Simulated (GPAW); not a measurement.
# PbSe (Clausthalite) (Fm-3m) in GPAW: further runs, part 2 of 2

GPAW 26.7.0. Earlier steps stand in the parts before.

## (4) Band structure, LDA

Contents of run.py:

```python
from ase.dft.bandgap import bandgap
from ase.io import read, write
from ase.units import GPa
from gpaw import GPAW, PW, setup_paths

setup_paths.insert(0, '.')

atoms = read('PbSe.cif')

calc = GPAW(mode=PW(600),
            xc='LDA',
            kpts={'size': (6, 6, 6), 'gamma': True},
            occupations={'name': 'fermi-dirac', 'width': 0.05},
            nbands=19,
            convergence={'density': 1e-05, 'energy': 1e-05},
            maxiter=150,
            txt='gpaw.txt')
atoms.calc = calc
energy = atoms.get_potential_energy()
forces = atoms.get_forces()
stress = atoms.get_stress()
calc.write('gs.gpw')
write('result.traj', atoms)
print(f'Energy: {energy:.6f} eV')
print('Forces (eV/A):')
print(forces.round(4))
print('Stress (GPa):', (stress / GPa).round(3))
print('Fermi level:', round(calc.get_fermi_level(), 4), 'eV')
print(f'Gap: {bandgap(calc)[0]:.4f} eV, direct: {bandgap(calc, direct=True)[0]:.4f} eV')

path = atoms.cell.bandpath('GXWKGLUWLK,UX', npoints=80, eps=1e-4)
bs_calc = calc.fixed_density(kpts=path, symmetry='off', nbands=31,
                             convergence={'bands': 'CBM+6.0', 'eigenstates': 1e-6}, txt='bands.txt')
bs = bs_calc.band_structure()
bs.write('bs.json')
print(f'Gap on the path: {bandgap(bs_calc)[0]:.4f} eV')
```

Contents of PbSe.cif:

```cif
data_PbSe
_cell_length_a 4.32841274
_cell_length_b 4.32841274
_cell_length_c 4.32841274
_cell_angle_alpha 60.00000000
_cell_angle_beta 60.00000000
_cell_angle_gamma 60.00000000
_space_group_name_H-M_alt 'P1'
_space_group_name_Hall 'P 1'
_space_group_IT_number 1
loop_
_space_group_symop_operation_xyz
'x,y,z'
loop_
_atom_site_label
_atom_site_type_symbol
_atom_site_symmetry_multiplicity
_atom_site_Wyckoff_symbol
_atom_site_fract_x
_atom_site_fract_y
_atom_site_fract_z
_atom_site_occupancy
Pb1 Pb 1 a 0.0000000000 0.0000000000 0.0000000000 1
Se1 Se 1 a 0.5000000000 0.5000000000 0.5000000000 1
```

Potentials or basis: PAW data sets generated in the run's folder for this functional, pw.

Started as:

```
> gpaw-setup -f LDA Pb Se
> OMP_NUM_THREADS=1 python run.py
```

Wall time 46 s (1 thread of Arm Neoverse V2, shared host); peak memory 0.28 GiB.

Results (log left out):

```yaml
Free_energy: -9.7037 eV
Pressure: -2.4 GPa
Band_gap_on_the_k_mesh: 0.14 eV, direct
Band_gap_along_the_path: 0.14 eV, direct
```

Levels at the corners of the path, in eV from the valence-band top:
```csv
point,band 6,band 7,band 8,band 9,band 10,band 11,band 12,band 13,band 14
Γ,-13.63,-6.39,-1.88,-1.88,-1.88,4.57,4.57,4.57,6.50
X,-12.20,-7.43,-5.02,-3.25,-3.25,3.64,5.48,5.48,5.92
W,-12.17,-8.06,-4.26,-4.26,-0.78,1.75,4.86,4.86,7.64
K,-12.21,-8.08,-4.61,-2.74,-2.43,3.30,3.91,5.33,5.75
Γ,-13.63,-6.39,-1.88,-1.88,-1.88,4.57,4.57,4.57,6.50
L,-12.58,-8.84,-1.45,-1.45,0.00,0.14,1.58,1.58,8.42
U,-12.21,-8.08,-4.61,-2.74,-2.43,3.30,3.91,5.33,5.75
W,-12.17,-8.06,-4.26,-4.26,-0.78,1.75,4.86,4.86,7.64
L,-12.58,-8.84,-1.45,-1.45,0.00,0.14,1.58,1.58,8.42
K,-12.21,-8.08,-4.61,-2.74,-2.43,3.30,3.91,5.33,5.75
U,-12.21,-8.08,-4.61,-2.74,-2.43,3.30,3.91,5.33,5.75
X,-12.20,-7.43,-5.02,-3.25,-3.25,3.64,5.48,5.48,5.92
```

Caveat: spin-orbit coupling is left out, which as a rule narrows the gap of such compounds by several tenths of an eV.

## (5) Equation of state, optPBE-vdW

Contents of run.py:

```python
from ase.eos import EquationOfState
from ase.io import Trajectory, read
from ase.units import GPa
from gpaw import GPAW, PW

atoms = read('PbSe.xyz')

traj = Trajectory('eos.traj', 'w')
volumes, energies = [], []
for x in [0.94, 0.96, 0.98, 1.0, 1.02, 1.04, 1.06]:
    a = atoms.copy()
    a.set_cell(atoms.cell * x**(1 / 3), scale_atoms=True)
    calc = GPAW(mode=PW(600),
                xc={'name': 'optPBE-vdW', 'backend': 'libvdwxc'},
                kpts={'size': (6, 6, 6), 'gamma': True},
                occupations={'name': 'fermi-dirac', 'width': 0.05},
                nbands=19,
                convergence={'density': 1e-05, 'energy': 1e-05},
                maxiter=150,
                txt=f'eos-{x:.2f}.txt')
    a.calc = calc
    energies.append(a.get_potential_energy(force_consistent=True))
    volumes.append(a.get_volume())
    calc.write(f'eos-{x:.2f}.gpw')
    traj.write(a)
    print(f'{x:.2f} {volumes[-1]:10.4f} A^3 {energies[-1]:14.6f} eV', flush=True)

v0, e0, B = EquationOfState(volumes, energies, eos='birchmurnaghan').fit()
print(f'V0 = {v0:.4f} A^3, E0 = {e0:.6f} eV, B0 = {B / GPa:.2f} GPa')
```

Contents of PbSe.xyz:

```xyz
2
Lattice="0.0000000000 3.0606500000 3.0606500000 3.0606500000 0.0000000000 3.0606500000 3.0606500000 3.0606500000 0.0000000000" Properties=species:S:1:pos:R:3 pbc="T T T"
Pb     0.0000000000      0.0000000000      0.0000000000
Se     3.0606500000      3.0606500000      3.0606500000
```

Potentials or basis: GPAW PAW data sets (gpaw-data 1.2.1), pw.

Started as:

```
> OMP_NUM_THREADS=1 python run.py
```

Log:

```text
__  _  _
 | _ |_)|_||  |
 |__||  | ||/\| - 26.7.0

Input parameters:
  mode=PW(ecut=600.0),
  convergence={'density': 1e-05, 'energy': 1e-05},
  kpts=MonkhorstPack(size=(6, 6, 6), gamma=True),
  maxiter=150,
  nbands=19,
  occupations=Occupations(name='fermi-dirac', width=0.05),
  xc=XC(name='optPBE-vdW', backend='libvdwxc')

Diagonalizing LCAO Hamiltonian
Converting LCAO to pw mode

                Se

       Pb

Atoms  # Å, Bohr magnetons
|   | symbol |        x |        y |        z |    initial magnetic moments |
|---|--------|----------|----------|----------|-----------------------------|
| 0 |     Pb | 0.000000 | 0.000000 | 0.000000 | ( 0.0000,  0.0000,  0.0000) |
| 1 |     Se | 3.019285 | 3.019285 | 3.019285 | ( 0.0000,  0.0000,  0.0000) |

Unit cell  # Å
| periodic |        x |        y |        z |  lengths |    angles |
|----------|----------|----------|----------|----------|-----------|
|      yes | 0.000000 | 3.019285 | 3.019285 | 4.269914 | 60.000000 |
|      yes | 3.019285 | 0.000000 | 3.019285 | 4.269914 | 60.000000 |
|      yes | 3.019285 | 3.019285 | 0.000000 | 4.269914 | 60.000000 |

Number of symmetries: 48
Symmetry operations  # r_c * U_cc + t_c -> r_c
|    | kind |            matrix            |
|----|------|------------------------------|
|  0 |  σ   |  1, 0, 0,  1, 0,-1,  1,-1, 0 |
|  1 |  C2  |  1, 0, 0,  1,-1, 0,  1, 0,-1 |
|  2 |  E   |  1, 0, 0,  0, 1, 0,  0, 0, 1 |
|  3 |  σ   |  1, 0, 0,  0, 0, 1,  0, 1, 0 |
|  4 |  C4  |  1, 0,-1,  1, 0, 0,  1,-1, 0 |
|  5 |  S6  |  1, 0,-1,  1,-1, 0,  1, 0, 0 |
|  6 |  σ   |  1, 0,-1,  0, 1,-1,  0, 0,-1 |
|  7 |  C3  |  1, 0,-1,  0, 0,-1,  0, 1,-1 |
|  8 |  S6  |  1,-1, 0,  1, 0, 0,  1, 0,-1 |
|  9 |  C4  |  1,-1, 0,  1, 0,-1,  1, 0, 0 |
| 10 |  C3  |  1,-1, 0,  0,-1, 1,  0,-1, 0 |
| 11 |  σ   |  1,-1, 0,  0,-1, 0,  0,-1, 1 |
| 12 |  σ   |  0, 1, 0,  1, 0, 0,  0, 0, 1 |
| 13 |  C4  |  0, 1, 0,  0, 1,-1, -1, 1, 0 |
| 14 |  C3  |  0, 1, 0,  0, 0, 1,  1, 0, 0 |
| 15 |  S6  |  0, 1, 0, -1, 1, 0,  0, 1,-1 |
| 16 |  C2  |  0, 1,-1,  1, 0,-1,  0, 0,-1 |
| 17 |  σ   |  0, 1,-1,  0, 1, 0, -1, 1, 0 |
| 18 |  S4  |  0, 1,-1,  0, 0,-1,  1, 0,-1 |
| 19 |  C4  |  0, 1,-1, -1, 1, 0,  0, 1, 0 |
| 20 |  C3  |  0, 0, 1,  1, 0, 0,  0, 1, 0 |
| 21 |  σ   |  0, 0, 1,  0, 1, 0,  1, 0, 0 |
| 22 |  S6  |  0, 0, 1,  0,-1, 1, -1, 0, 1 |
| 23 |  C4  |  0, 0, 1, -1, 0, 1,  0,-1, 1 |
| 24 |  S4  |  0, 0,-1,  1, 0,-1,  0, 1,-1 |
| 25 |  C3  |  0, 0,-1,  0, 1,-1,  1, 0,-1 |
| 26 |  C2  |  0, 0,-1,  0,-1, 0, -1, 0, 0 |
| 27 |  S6  |  0, 0,-1, -1, 0, 0,  0,-1, 0 |
| 28 |  S4  |  0,-1, 1,  1,-1, 0,  0,-1, 0 |
| 29 |  C4  |  0,-1, 1,  0, 0, 1, -1, 0, 1 |
| 30 |  C2  |  0,-1, 1,  0,-1, 0,  1,-1, 0 |
[... 95 lines left out ...]
    charge:  0.0  # [|e|]
    compensation charges:
      type: gauss
      rc: 0.27  # [Å]
      lmax: 2
    cutoffs:
      filter: 1.77  # [Å]
      core: 2.67  # [Å]
    projectors
    | kind |    occ | energy [eV] | rcut [Å] |
    |------|--------|-------------|----------|
    |   4s |  2.000 |     -17.277 |    0.847 |
    |   4p |  4.000 |      -6.512 |    1.005 |
    |    s |        |       9.935 |    0.847 |
    |    p |        |      20.699 |    1.005 |
    |    d |        |       0.000 |    0.847 |

    Using partial waves for Se as LCAO basis

Reference energy: -633377.995495  # eV

eigensolver:
  PPCG
  Converge bands: occupied
  niter=2

density mixing:
  MSR1-Mixer
  Pratt-step length: 0.05
  Maximum mixing coefficient: 0.75
  Old densities: 10
  SVD Regularization: 0.005
  Good broyden scale: 1.0
  Trust region scale: 1.0
  Backstep threshold: 4.0
  History deletion threshold: 6.0
  Fourier metric: weight=20.0, sigma=0.015

occupation numbers:
  Fermi-Dirac:
    width: 0.0500  # eV

poisson solver:
  ecut: 4800.0  # eV

xc functional:
  name: vdW-optPBE with libvdwxc
  Mode: serial
  Semilocal: GGA_X_OPTPBE_VDW+LDA_C_PW with 2 nearest neighbor stencil
  Corresponding non-local functional: vdW-DF
  Local blocksize: 50 x 50 x 50
  PAW datasets: PBE

convergence criteria:
- Maximum integral of absolute [dens]ity change: 1e-05 electrons / valence electron
- Maximum [total energy] change in last 3 cyles: 1e-05 eV / valence electron
- Maximum integral of absolute [eigenst]ate change: 4e-08 eV^2 / valence electron
maximum number of iterations: 150

SCF iterations
|iter     | |      energy | eigst |  dens |
|---------|-|-------------|-------|-------|
|iter:   1| |  -51.297389 | -0.23 |       |
|iter:   2| |  -51.237687 | -2.03 | -1.22 |
|iter:   3| |  -51.043985 | -1.78 | -1.27 |
|iter:   4| |  -51.046452 | -3.44 | -1.90 |
|iter:   5| |  -51.047372 | -4.10 | -2.27 |
|iter:   6| |  -51.047443 | -5.62 | -3.09 |
|iter:   7| |  -51.047448c| -6.88 | -3.71 |
|iter:   8| |  -51.047448c| -7.83c| -4.46 |
|iter:   9| |  -51.047448c| -8.10c| -5.18c|

Converged in 9 steps
Energy contributions relative to reference atoms: (reference = -633377.995495)

Energy contributions:
  Kinetic:          28.048924
  Coulomb:         -26.608680
  Zero:             -0.451120
  External:          0.000000
  Xc:              -52.035730
  Entropy:          -0.001685
  Spinorbit:         0.000000
  ----------------------------
  Free energy:     -51.048291
  Extrapolated:    -51.047448

dipole moment: (-25.371742, -25.371742, -25.371742)  # |e|*Ang

Fermi level: 6.826
Eigenvalues  # (at kpt = [0.000, 0.000, 0.000])
| band index |      eig [eV] | occ [0-2] |
|------------|---------------|-----------|
|          0 |       -10.427 |     2.000 |
|        ... |               |           |
|          2 |       -10.423 |     2.000 |
|          3 |       -10.423 |     2.000 |
|          4 |       -10.423 |     2.000 |
|          5 |        -7.263 |     2.000 |
|          6 |         0.502 |     2.000 |
|          7 |         4.589 |     2.000 |
[... 9 lines left out ...]
|         17 |        15.518 |     0.000 |
|         18 |        15.769 |     0.000 |

Gap: 0.159 eV
Transition (v -> c):
  (s=0, k=15, n=9, [0.50, 0.50, 0.50]) -> (s=0, k=15, n=10, [0.50, 0.50, 0.50])
No difference between direct/indirect transitions
# Writing to eos-0.96.gpw (mode='')
```

stdout:

```text
0.94    53.9013 A^3     -51.000513 eV
0.96    55.0481 A^3     -51.048291 eV
0.98    56.1949 A^3     -51.085556 eV
1.00    57.3418 A^3     -51.113319 eV
1.02    58.4886 A^3     -51.132444 eV
1.04    59.6354 A^3     -51.143694 eV
1.06    60.7823 A^3     -51.148103 eV
<dir> UserWarning: The minimum volume of your fit is not in your volumes.  You may not have a minimum in your dataset!
  warnings.warn(
V0 = 60.9706 A^3, E0 = -51.148163 eV, B0 = 46.41 GPa
```

eos-0.94.txt:

```text
SCF iterations
|iter     | |      energy | eigst |  dens |
|---------|-|-------------|-------|-------|
|iter:   1| |  -51.236916 | -0.21 |       |
|iter:   2| |  -51.180803 | -2.01 | -1.23 |
|iter:   3| |  -50.996231 | -1.81 | -1.28 |
|iter:   4| |  -50.998435 | -3.44 | -1.91 |
|iter:   5| |  -50.999291 | -4.13 | -2.29 |
|iter:   6| |  -50.999362 | -5.61 | -3.07 |
|iter:   7| |  -50.999366c| -6.92 | -3.73 |
|iter:   8| |  -50.999366c| -7.80c| -4.45 |
|iter:   9| |  -50.999367c| -8.14c| -5.21c|

Converged in 9 steps
Energy contributions relative to reference atoms: (reference = -633377.995495)

Energy contributions:
  Kinetic:          29.976461
  Coulomb:         -28.170583
  Zero:             -0.449738
  External:          0.000000
  Xc:              -52.354360
  Entropy:          -0.002293
  Spinorbit:         0.000000
  ----------------------------
  Free energy:     -51.000513
  Extrapolated:    -50.999367

dipole moment: (-25.197277, -25.197277, -25.197277)  # |e|*Ang

Fermi level: 7.109
Eigenvalues  # (at kpt = [0.000, 0.000, 0.000])
| band index |      eig [eV] | occ [0-2] |
|------------|---------------|-----------|
|          0 |       -10.173 |     2.000 |
|        ... |               |           |
|          2 |       -10.169 |     2.000 |
|          3 |       -10.169 |     2.000 |
|          4 |       -10.169 |     2.000 |
|          5 |        -7.157 |     2.000 |
|          6 |         0.837 |     2.000 |
|          7 |         4.785 |     2.000 |
[... 9 lines left out ...]
|         17 |        15.938 |     0.000 |
|         18 |        16.075 |     0.000 |

Gap: 0.080 eV
Transition (v -> c):
  (s=0, k=15, n=9, [0.50, 0.50, 0.50]) -> (s=0, k=15, n=10, [0.50, 0.50, 0.50])
No difference between direct/indirect transitions
# Writing to eos-0.94.gpw (mode='')
```

It took 61 s on 1 thread of Arm Neoverse V2, shared host; peak memory 0.31 GiB.

Results:

* Equilibrium volume: 30.49 Å³/atom (rough: see the caveat)
* Bulk modulus: 46 GPa (rough)

Energy against volume, from the lowest point:
| volume (Å³/atom) | energy (meV/atom) |
| --- | --- |
| 26.951 | 73.80 |
| 27.524 | 49.91 |
| 28.097 | 31.27 |
| 28.671 | 17.39 |
| 29.244 | 7.83 |
| 29.818 | 2.20 |
| 30.391 | 0.00 |

Caveat: the minimum lies outside the volumes run; the PAW data sets were made with another functional, which shifts forces and pressure a little. Spin-orbit coupling is left out, which matters for the levels of Pb.

## (6) Summary

| task | level | potentials or basis | eigensolver | band path | band points | data set | gap on the mesh (eV) | pressure (GPa) |
| --- | --- | --- | --- | --- | --- | --- | --- | --- |
| equation of state | TPSS+D4 | GPAW PAW data sets (gpaw-data 1.2.1), pw | davidson | - | - | - | - | - |
| band structure | LDA | JTH PAW 2.0, LDA, pw | - | GXWKGLUWLK,UX | 60 | Pb jth, Se jth | 0.18 | -2.1 |
| band structure | LDA | PAW data sets generated in the run's folder for this functional, pw | - | GXWKGLUWLK,UX | 80 | - | 0.14 | -2.4 |
| equation of state | optPBE-vdW | GPAW PAW data sets (gpaw-data 1.2.1), pw | - | - | - | - | - | - |

Alike in all rows: no spin polarisation; cell as given; k mesh 6 × 6 × 6; cutoff (eV) 600; smearing fermi-dirac 0.05 eV.

Caveats: the PAW data sets were made with another functional, which shifts forces and pressure a little (some runs); spin-orbit coupling is left out, which as a rule narrows the gap of such compounds by several tenths of an eV (some runs); the fit is doubtful: noisy points or a state that changes with volume (some runs); the points scatter about the fit (some runs); the program truncates these outside data sets (some runs); the minimum lies outside the volumes run (some runs).

Total energies depend on the potentials used, so only differences within one code and one set of settings carry meaning.

## (7) How close it comes

Step 3. A measured gap of PbSe is 0.28 eV (direct; 300 K; a printed reference work, monograph); the calculated 0.18 eV misses it by -0.10 eV. 2 values of this kind are on record (0.15 to 0.28 eV); this one was drawn at random. Spin-orbit coupling on Pb, Se is left out. The value is that of LDA, without temperature or zero-point motion. Semilocal functionals fall short of measured gaps as a rule.

Step 4. A measured gap of PbSe is 0.15 eV (direct; 4.2 K; a printed reference work, monograph); the calculated 0.14 eV misses it by -0.01 eV. 2 values of this kind are on record (0.15 to 0.28 eV); this one was drawn at random. Spin-orbit coupling on Pb, Se is left out. The value is that of LDA, without temperature or zero-point motion. Semilocal functionals fall short of measured gaps as a rule.
